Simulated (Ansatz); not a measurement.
# Rh (Fm-3m) in Ansatz: a series of runs

Runs on Rh. Level: r2SCAN. Tasks: single point, equation of state.

Everything below comes from runs of Ansatz 0.2.0. Logs are shortened: lines on timing, memory, paths and dates and some standing lists are left out, and cuts for length are marked.

**Measured values to compare with.**

From “Thermal equation of state of rhodium characterized by XRD in a resistively heated diamond anvil cell”, 2024, pmc:11535440, for a bulk crystal of Rh: bulk modulus 264 ± 1 GPa.

The runs below are set against these values where they give the same quantity.

**1. The structure**

Symmetry: Fm-3m, No. 225, cubic system. The conventional cell has a = 3.796 Å, b = 3.796 Å, c = 3.796 Å, α = 90.00°, β = 90.00°, γ = 90.00°. Rh (site symmetry m-3m) has 12 Rh at 2.68 Å as nearest neighbours.

**2. Single point, r2SCAN, 12.85 Å³/atom (volume scaled by 0.94)**

input.yaml reads:

```yaml
crystal:
  lattice:
    - [0.0, 1.8591074964, 1.8591074964]
    - [1.8591074964, 0.0, 1.8591074964]
    - [1.8591074964, 1.8591074964, 0.0]
  atoms:
    - { symbol: Rh, position: [0.0, 0.0, 0.0] }
hamiltonian:
  xc: r2scan
  pseudopotentials: { kind: paw }
kpoints:
  mp_grid: { grid: [12, 12, 12] }
scf:
  occupations: { method: fermi_dirac, width: 0.05 }
output:
  forces: true
  stress: true
  eigenvalues: true
```

Potentials or basis: Ansatz PAW.

The run is started by

```sh
> ansatz run input.yaml --threads 2 --pin off --max-ram 5632MiB --backend cpu --events-out ev --progress --plain --runs-dir out
```

The log of the run:

```text
Warning: RAYON_NUM_THREADS=2 ignored (pool sized by the plan → 2); use --threads N
Engine: ansatz 0.2.0, x86_64-unknown-linux-gnu
Pseudopotentials: kind: paw
Pseudopotential: Rh, paw, valence charge 17, recommended cutoff 500 eV (meta_gga), Rh.paw.azcp
Functional definition: r2SCAN
  parameter k0 = 0.174
  parameter k1 = 0.065
  parameter a1 = 4.9479
  exchange = r2scan_x(k0 = k0, k1 = k1, a1 = a1)
  correlation = r2scan_c
Crystal: 1 atoms, lattice volume = 12.851 Å³
Basis set: ecut = 500 eV, 331 PW (Γ), exchange–correlation on 80×80×80 points (64 copies of the dense FFT grid, shifted against one another)
Bands: 13, of which v1, the nominal top of the filled ones, is band 9 counted from 1 (8 counted from 0)
Symmetry: 48 space group operations
Space group: Fm-3m (ITA 225), of the structure as read, at distance tolerance 2.3e-5 Å
k-points: 72 of 1728
Non-local potential: Rh, projectors of the file, l = 0: 3, l = 1: 2, l = 2: 2, l = 3: 1
PAW form: soft (Blöchl's): semilocal exchange-correlation on the pseudo side does not see the compensation charge
PAW frozen core: Rh, regenerated for the run's functional (the file was generated under x = pbe(κ = 0.804, μ = 0.2195149727645171), c = pbe(β = 0.06672455060314922))
PAW one-centre angular grid: Rh, 590 points (default); XC on 160 Gauss nodes
Initial density: superposition of atomic densities (neutral atoms: chi_scale 0, normalization atom), corrected by the library's trained network
Initial wavefunctions: pseudopotential atomic-orbital guess
Functional: x = r2scan, c = r2scan; τ floored in thin density (d = 2e-4 eV/Å³)
SCF iter   1: F=—  HF=-6415.210826 eV  |F-HF|=—  |Δ(HF+E_count)|=         —  Δρ=1.01e-2  dr2=3.33e-3  dr2_τ=1.25e-2  ethr=1.77e-3  ⟨swp⟩=5.6  Hψ=5335  notcnv=0
preconditioner: auto → none  [metal: Δε(μ)=0.099 eV  Ē_g=15.427 eV  σ=0.050 eV  W_gap=0.42  n_scr=0 (ndim 8)  ℏωp=31.1 eV  f_vac=0.000  D(μ)=0.84/eV (n_scr^D=14)]
SCF iter   2: F=—  HF=-6415.223966 eV  |F-HF|=—  |Δ(HF+E_count)|=   1.31e-2  Δρ=5.26e-3  dr2=1.24e-3  dr2_τ=1.35e-4  ethr=1.96e-5  ⟨swp⟩=2.0  Hψ=2162  notcnv=0
SCF iter   3: F=—  HF=-6415.224370 eV  |F-HF|=—  |Δ(HF+E_count)|=   4.03e-4  Δρ=2.45e-3  dr2=6.39e-4  dr2_τ=7.82e-5  ethr=7.32e-6  ⟨swp⟩=2.4  Hψ=1620  notcnv=0
SCF iter   4: F=—  HF=-6415.224169 eV  |F-HF|=—  |Δ(HF+E_count)|=   2.00e-4  Δρ=3.66e-4  dr2=1.12e-5  dr2_τ=2.77e-6  ethr=3.76e-6  ⟨swp⟩=2.4  Hψ=1382  notcnv=0
SCF iter   5: F=—  HF=-6415.224171 eV  |F-HF|=—  |Δ(HF+E_count)|=   1.23e-6  Δρ=7.05e-5  dr2=1.46e-7  dr2_τ=7.67e-8  ethr=6.59e-8  ⟨swp⟩=2.2  Hψ=1289  notcnv=0
SCF iter   6: F=-6415.224171 eV  HF=-6415.224171 eV  |F-HF|=2.06e-9  |Δ(HF+E_count)|=   4.88e-7  Δρ=9.56e-6  dr2=2.83e-9  dr2_τ=6.35e-9  ethr=5.88e-10  ⟨swp⟩=6.1  Hψ=4591  notcnv=0
SCF 1 converged in 6 iterations: F = -6415.224171 eV  dr2 = 2.83e-9
SCF converged after 6 iterations
Free energy (F): -6415.224171 eV
Harris-Foulkes:  -6415.224171 eV  (|F-HF|=2.06e-9)
Internal energy: -6415.216830 eV  (E = F + TS)
E sigma→0 (E₀):  -6415.220501 eV
Entropy (-TS):   -0.007341 eV (-7.341 meV/atom)
Fermi energy:    24.229755 eV
--- Per-component energies (eV) ---
  E_band       = -73.283594
  E_kinetic    = 575.644243
  E_local      = -1480.755349  (includes V_loc(G=0)·N_el)
  E_nonlocal   = 355.262306
  E_hartree    = 522.814744
  E_xc         = -217.812960
  E_vxc        = -315.627403  (∫ρ·V_xc dr)
  E_paw        = -3604.267641  (= ΣΔE_a)
  E_vpaw       = -274.766854  (= ΣTr[D̂ρ^β])
  E_aug_tail   = 0.000576  (compensation charges beyond the density's cutoff)
  E_vtau       = 21.328843  (kinetic-family band-sum trace: ∫τ·v_τ [+ j·A + Jᵃ·Aᵃ] dr)
  E_ewald      = -2565.732790
  E_core_change = -0.369959  (= ΣΔE_core)
  E_smearing   = -0.007341  (= −TS)
  E_closure    = -0.000000  (closes the sum)
  Σ components = -6415.224171   (vs F -6415.224171, Δ=0.00e0)
--- Forces (eV/Å), atoms counted from 1 ---
  atom   1  Rh    -0.00000000    -0.00000000     0.00000000
  max |Σ_I F_I| component: 8.22e-32 eV/Å
--- Stress (GPa, compression-positive) ---
       21.612172      -0.000000       0.000000
        0.000000      21.612172       0.000000
       -0.000000      -0.000000      21.612172
  P = ⅓ Tr σ = 21.6122 GPa (216.122 kbar)
--- Band table (eV; the first three rows and the last of 72) ---
  k-point 0: bands = ["-57.1825", "-23.7135", "-23.7135", "-23.7135", "15.5470", "20.6790", "20.6790", "20.6790", "23.0158", "23.0158", "40.5956", "46.5991", "46.5991"]
  k-point 1: bands = ["-57.1716", "-23.7814", "-23.7225", "-23.7225", "15.8547", "20.5416", "20.8001", "20.8001", "22.9493", "22.9493", "41.0540", "45.2524", "47.0626"]
  k-point 2: bands = ["-57.1417", "-23.9648", "-23.7469", "-23.7469", "16.6572", "20.3097", "21.0410", "21.0410", "22.8959", "22.8959", "42.1038", "42.8770", "48.3673"]
  k-point 71: bands = ["-56.9638", "-24.3537", "-24.3537", "-24.0801", "18.4432", "19.8713", "19.8713", "22.7662", "25.3761", "34.8758", "34.8758", "36.7553", "38.1570"]
```

It took 1.2 s on 2 threads of AMD EPYC 7R43 (Zen 3), shared host; peak memory 0.35 GiB.

What came out:

| Quantity | Value |
| --- | --- |
| Free energy | -6415.2242 eV |
| Pressure | 21.6 GPa |
| Band gap on the k mesh | none (metal or under the smearing width) |

Caveat: the PAW data sets come from PBE, with cores solved anew for the run's functional, which leaves a small shift of forces and pressure.

**3. Single point, r2SCAN, 13.12 Å³/atom (volume scaled by 0.96)**

Edit input.yaml of step 2 so:

```diff
@@ -2,5 +2,5 @@
   lattice:
-    - [0.0, 1.8591074964, 1.8591074964]
-    - [1.8591074964, 0.0, 1.8591074964]
-    - [1.8591074964, 1.8591074964, 0.0]
+    - [0.0, 1.8722002341, 1.8722002341]
+    - [1.8722002341, 0.0, 1.8722002341]
+    - [1.8722002341, 1.8722002341, 0.0]
   atoms:
```

Potentials or basis: Ansatz PAW.

The run is started by

```sh
> ansatz run input.yaml --threads 2 --pin off --max-ram 5632MiB --backend cpu --events-out ev --progress --plain --runs-dir out
```

Run time: 1.2 s. Hardware: 2 threads of AMD EPYC 7R43 (Zen 3), shared host; peak memory 0.36 GiB.

It converged, with:

| Quantity | Value |
| --- | --- |
| Free energy | -6415.2543 eV |
| Pressure | 13.8 GPa |
| Band gap on the k mesh | none (metal or under the smearing width) |

Caveat: the PAW data sets come from PBE, with cores solved anew for the run's functional, which leaves a small shift of forces and pressure.

**4. Single point, r2SCAN, 13.40 Å³/atom (volume scaled by 0.98)**

Edit input.yaml of step 3 so:

```diff
@@ -2,5 +2,5 @@
   lattice:
-    - [0.0, 1.8722002341, 1.8722002341]
-    - [1.8722002341, 0.0, 1.8722002341]
-    - [1.8722002341, 1.8722002341, 0.0]
+    - [0.0, 1.8851123679, 1.8851123679]
+    - [1.8851123679, 0.0, 1.8851123679]
+    - [1.8851123679, 1.8851123679, 0.0]
   atoms:
```

The run is started by

```sh
> ansatz run input.yaml --threads 2 --pin off --max-ram 5632MiB --backend cpu --events-out ev --progress --plain --runs-dir out
```

Wall time 1.1 s (2 threads of AMD EPYC 7R43 (Zen 3), shared host); peak memory 0.36 GiB.

Results (log left out):

* Free energy: -6415.2718 eV
* Pressure: 6.9 GPa
* Band gap on the k mesh: none (metal or under the smearing width)

Caveat: the PAW data sets come from PBE, with cores solved anew for the run's functional, which leaves a small shift of forces and pressure.

**5. Single point, r2SCAN, 13.67 Å³/atom**

Edit input.yaml of step 4 so:

```diff
@@ -2,5 +2,5 @@
   lattice:
-    - [0.0, 1.8851123679, 1.8851123679]
-    - [1.8851123679, 0.0, 1.8851123679]
-    - [1.8851123679, 1.8851123679, 0.0]
+    - [0.0, 1.89785, 1.89785]
+    - [1.89785, 0.0, 1.89785]
+    - [1.89785, 1.89785, 0.0]
   atoms:
```

The run is started by

```sh
> ansatz run input.yaml --threads 2 --pin off --max-ram 5632MiB --backend cpu --events-out ev --progress --plain --runs-dir out
```

Run time: 1.1 s. Hardware: 2 threads of AMD EPYC 7R43 (Zen 3), shared host; peak memory 0.37 GiB.

Results (log left out):

```yaml
Free_energy: -6415.2783 eV
Pressure: 0.8 GPa
Band_gap_on_the_k_mesh: none (metal or under the smearing width)
```

Caveat: the PAW data sets come from PBE, with cores solved anew for the run's functional, which leaves a small shift of forces and pressure.

**6. Single point, r2SCAN, 13.94 Å³/atom (volume scaled by 1.02)**

Edit input.yaml of step 5 so:

```diff
@@ -2,5 +2,5 @@
   lattice:
-    - [0.0, 1.89785, 1.89785]
-    - [1.89785, 0.0, 1.89785]
-    - [1.89785, 1.89785, 0.0]
+    - [0.0, 1.9104189093, 1.9104189093]
+    - [1.9104189093, 0.0, 1.9104189093]
+    - [1.9104189093, 1.9104189093, 0.0]
   atoms:
```

Potentials or basis: Ansatz PAW.

The run is started by

```sh
> ansatz run input.yaml --threads 2 --pin off --max-ram 5632MiB --backend cpu --events-out ev --progress --plain --runs-dir out
```

Run time: 1.4 s. Hardware: 2 threads of AMD EPYC 7R43 (Zen 3), shared host; peak memory 0.33 GiB.

The run converged. Its results:

* Free energy: -6415.2750 eV
* Pressure: -4.6 GPa
* Band gap on the k mesh: none (metal or under the smearing width)

Caveat: the PAW data sets come from PBE, with cores solved anew for the run's functional, which leaves a small shift of forces and pressure.

**7. Single point, r2SCAN, 14.22 Å³/atom (volume scaled by 1.04)**

Edit input.yaml of step 6 so:

```diff
@@ -2,5 +2,5 @@
   lattice:
-    - [0.0, 1.9104189093, 1.9104189093]
-    - [1.9104189093, 0.0, 1.9104189093]
-    - [1.9104189093, 1.9104189093, 0.0]
+    - [0.0, 1.9228245745, 1.9228245745]
+    - [1.9228245745, 0.0, 1.9228245745]
+    - [1.9228245745, 1.9228245745, 0.0]
   atoms:
```

The run is started by

```sh
> ansatz run input.yaml --threads 2 --pin off --max-ram 5632MiB --backend cpu --events-out ev --progress --plain --runs-dir out
```

Run time: 1.2 s. Hardware: 2 threads of AMD EPYC 7R43 (Zen 3), shared host; peak memory 0.36 GiB.

The run converged. Its results:

```
Free energy            : -6415.2630 eV
Pressure               : -9.4 GPa
Band gap on the k mesh : none (metal or under the smearing width)
```

Caveat: the PAW data sets come from PBE, with cores solved anew for the run's functional, which leaves a small shift of forces and pressure.

**8. Single point, r2SCAN, 14.49 Å³/atom (volume scaled by 1.06)**

input.yaml reads:

```yaml
crystal:
  lattice:
    - [0.0, 1.935072195, 1.935072195]
    - [1.935072195, 0.0, 1.935072195]
    - [1.935072195, 1.935072195, 0.0]
  atoms:
    - { symbol: Rh, position: [0.0, 0.0, 0.0] }
hamiltonian:
  xc: r2scan
  pseudopotentials: { kind: paw }
kpoints:
  mp_grid: { grid: [12, 12, 12] }
scf:
  occupations: { method: fermi_dirac, width: 0.05 }
output:
  forces: true
  stress: true
  eigenvalues: true
  write_density: true
  write_potential: true
  elf: true
  volumetric_format: npy
```

The run is started by

```sh
> ansatz run input.yaml --threads 2 --pin off --max-ram 5632MiB --backend cpu --events-out ev --progress --plain --runs-dir out
```

It took 1.7 s on 2 threads of AMD EPYC 7R43 (Zen 3), shared host; peak memory 0.37 GiB.

Results (log left out):

```
Free energy            : -6415.2434 eV
Pressure               : -13.5 GPa
Band gap on the k mesh : none (metal or under the smearing width)
```

Caveat: the PAW data sets come from PBE, with cores solved anew for the run's functional, which leaves a small shift of forces and pressure.

**9. Equation of state, r2SCAN**

Potentials or basis: Ansatz PAW.

No new run: the results of the series are fitted here.

What came out:

```
Equilibrium volume                      : 13.71 Å³/atom
Bulk modulus                            : 282 GPa
Pressure derivative of the bulk modulus : 5.2
```

Energy against volume, from the lowest point:
| volume (Å³/atom) | energy (meV/atom) |
| --- | --- |
| 12.851 | 54.12 |
| 13.125 | 24.03 |
| 13.398 | 6.47 |
| 13.671 | 0.00 |
| 13.945 | 3.33 |
| 14.218 | 15.32 |
| 14.492 | 34.94 |

Caveat: the PAW data sets were made with another functional, which shifts forces and pressure a little.

**10. How close it comes**

Step 9. Measured bulk modulus of Rh: 264 GPa (quoted in “Thermal equation of state of rhodium characterized by XRD in a resistively heated diamond anvil cell”, 2024, pmc:11535440). This calculation gives 282 GPa (+7.0 %). The fit is for a static lattice scaled at fixed shape and fixed fractional positions.
